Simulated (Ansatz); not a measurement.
Free-standing chains of the atoms of GaP, named by their start (strip: triangular double chain, ladder: square double chain); atoms and period are relaxed, and energies count from relaxed bulk GaP (F-43m, 20.11 Å³/atom, gap on the mesh 1.50 eV).

The calculation used DFT PBEsol, scalar-relativistic, plane waves, PAW in Ansatz.

Plane waves to 420 eV, a k mesh through Γ of 1×1×17 on the computed 2-atom cell and Gaussian smearing (0.05 eV); collinear spin from starting moments 0.5 0.5 μB.

Start (zigzag chain):

```
Ga P
1.0
    10.00000    0.00000    0.00000
     0.00000    9.30000    0.00000
     0.00000    0.00000    3.81497
Ga P
1 1
Direct
  0.45231 0.50000 0.00000
  0.54769 0.50000 0.50000
```

**Question.** Give the relaxed structure and its energy.

**Answer.** The free energy falls by 15 meV/atom.

```
excess energy (eV per host atom) : 1.380
period (Å)                       : 3.915
gap on the mesh (eV)             : 0.38
size of the moment (μB per cell) : 0.00
```

Relaxed structure:
```yaml
crystal:
  lattice:
    - [10.00000, 0.00000, 0.00000]
    - [0.00000, 9.30000, 0.00000]
    - [0.00000, 0.00000, 3.91488]
  atoms:
    - { symbol: Ga, position: [0.45261, 0.50000, 0.00000] }
    - { symbol: P, position: [0.54739, 0.50000, 0.50000] }
```

An odd mesh misses points on the zone edge, so a gap read on it can be too wide.

Each run keeps its start's symmetry and one magnetic start, so lower states can exist.

Time: 13 s on 2 threads of AMD EPYC 9R45 96-Core Processor (Zen 5), on a shared host, peak memory 0.62 GiB.